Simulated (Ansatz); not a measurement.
**Cu2O single point**

Input file of Ansatz 0.2.0:

```yaml
crystal:
  lattice:
    - [4.217459, 0.0, 0.0]
    - [0.0, 4.217459, 0.0]
    - [0.0, 0.0, 4.217459]
  atoms:
    - { symbol: O, position: [0.0, 0.0, 0.0] }
    - { symbol: O, position: [0.5, 0.5, 0.5] }
    - { symbol: Cu, position: [0.25, 0.25, 0.25] }
    - { symbol: Cu, position: [0.25, 0.75, 0.75] }
    - { symbol: Cu, position: [0.75, 0.75, 0.25] }
    - { symbol: Cu, position: [0.75, 0.25, 0.75] }
  symmetry: { tolerance: 0.0003 }
kpoints:
  mp_grid: { grid: [8, 8, 8], shift: [0, 0, 0] }
  band_path:
    path:
      - [0.0, 0.0, 0.0]
      - [0.0, 0.5, 0.0]
      - [0.5, 0.5, 0.0]
      - [0.0, 0.0, 0.0]
      - [0.5, 0.5, 0.5]
      - [0.0, 0.5, 0.0]
      - [0.5, 0.5, 0.5]
      - [0.5, 0.5, 0.0]
    npoints: 8
magnetization:
  spin_polarized: false
scf:
  occupations: { method: fermi_dirac }
  lower_state_search: "off"
  max_iter: 200
hamiltonian:
  pseudopotentials: { kind: paw }
  xc: pbe
basis:
  ecutwfc: 420
  fft_grid_basis: typed
output:
  forces: true
  stress: true
  eigenvalues: true
  bader: true
  populations: true
  elf: true
  write_potential: true
  volumetric_format: npy
  dos:
    e_range: [-12, 8]
    de: 0.05
    projected: { site_lists: { Cu: [Cu], O: [O] } }
checkpoint:
  read: saved_state
```

The saved state is an earlier solution for the same cell, perhaps on another mesh. 

Output (shortened):

```
SCF iter   1: F=—  Δρ=1.38e-3  dr2=1.23e-3
SCF iter   2: F=—  Δρ=1.01e-3  dr2=3.87e-4
SCF iter   3: F=—  Δρ=5.92e-4  dr2=2.40e-4
SCF iter   4: F=—  Δρ=3.20e-4  dr2=4.99e-5
SCF iter   5: F=—  Δρ=1.16e-4  dr2=4.88e-6
SCF iter   6: F=—  Δρ=3.58e-5  dr2=4.85e-7
SCF iter   7: F=-27632.8974 eV  Δρ=8.31e-6  dr2=3.47e-8
Free energy (F): -27632.8974 eV
Harris-Foulkes:  -27632.8974 eV  (|F-HF|=3.02e-8)
Internal energy: -27632.8951 eV  (E = F + TS)
E sigma→0 (E₀):  -27632.8963 eV
Entropy (-TS):   -0.0023 eV (-0.381 meV/atom)
Fermi energy:    11.9480 eV
--- Per-component energies (eV) ---
  E_band       = -1794.2842
  E_kinetic    = 1547.0592
  E_local      = -19528.4807  (includes V_loc(G=0)·N_el)
  E_nonlocal   = 1674.5518
  E_hartree    = 8527.2896
  E_xc         = -499.8516
  E_vxc        = -642.6671  (∫ρ·V_xc dr)
  E_paw        = -6979.6431  (= ΣΔE_a)
  E_vpaw       = -1899.3055  (= ΣTr[D̂ρ^β])
  E_aug_tail   = 0.0058  (compensation charges beyond the density's cutoff)
  E_ewald      = -12373.8260
  E_smearing   = -0.0023  (= −TS)
--- Stress (GPa, compression-positive) ---
        7.2958       0.0000       0.0000
        0.0000       7.2958       0.0000
        0.0000       0.0000       7.2958
  P = ⅓ Tr σ = 7.2958 GPa (72.958 kbar)
--- Löwdin populations: 6 sites ---
  site symbol       q [e]
     0      O      6.9318
     1      O      6.9318
     2     Cu     18.4415
     3     Cu     18.4415
     4     Cu     18.4415
     5     Cu     18.4415
  spilling = 0.0042 (of n_electrons = 88.0000)
--- Bader charges: 6 sites ---
  site symbol  charge [e]  shift [e]
     0      O     -1.0839     0.0110
     1      O     -1.0839     0.0110
     2     Cu      0.5420     0.0055
     3     Cu      0.5420     0.0055
     4     Cu      0.5420     0.0055
     5     Cu      0.5420     0.0055
```

Origin: a database entry at a rescaled volume.
